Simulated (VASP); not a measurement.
A run of VASP 6.6.1 is set up as follows.

The input INCAR:

```
PREC = Accurate
ENCUT = 600
EDIFF = 1E-6
ISMEAR = -1
SIGMA = 0.05
LREAL = False
LASPH = True
NELM = 100
ALGO = Fast
ISIF = 3
LWAVE = False
LCHARG = False
GGA = PE
IBRION = 2
NSW = 40
EDIFFG = -0.005
```

Contents of KPOINTS:

```
Automatic mesh
0
Gamma
  11 11 11
```

The input POSCAR:

```
Ag
1.0
   -1.6556540000      1.6556540000      1.6556540000
    1.6556540000     -1.6556540000      1.6556540000
    1.6556540000      1.6556540000     -1.6556540000
Ag
1
Direct
    0.0000000000      0.0000000000      0.0000000000
```

Potentials or basis: VASP PAW PBE potentials, release 64 (Ag).

Run with:

```console
$ cat potpaw_PBE.64/Ag/POTCAR > POTCAR
$ mpirun -np 1 vasp_std > vasp.out
```

Task: Estimate the band gap on the k mesh.

Result: None (metal or under the smearing width).

Task: Estimate the relaxed cell.

Result: a = 2.857 Å, b = 2.857 Å, c = 2.857 Å, α = 109.47°, β = 109.47°, γ = 109.47°.

Final structure:
```
Ag
1.0
    -1.64976    1.64976    1.64976
     1.64976   -1.64976    1.64976
     1.64976    1.64976   -1.64976
Ag
1
Direct
  0.00000 0.00000 0.00000
```
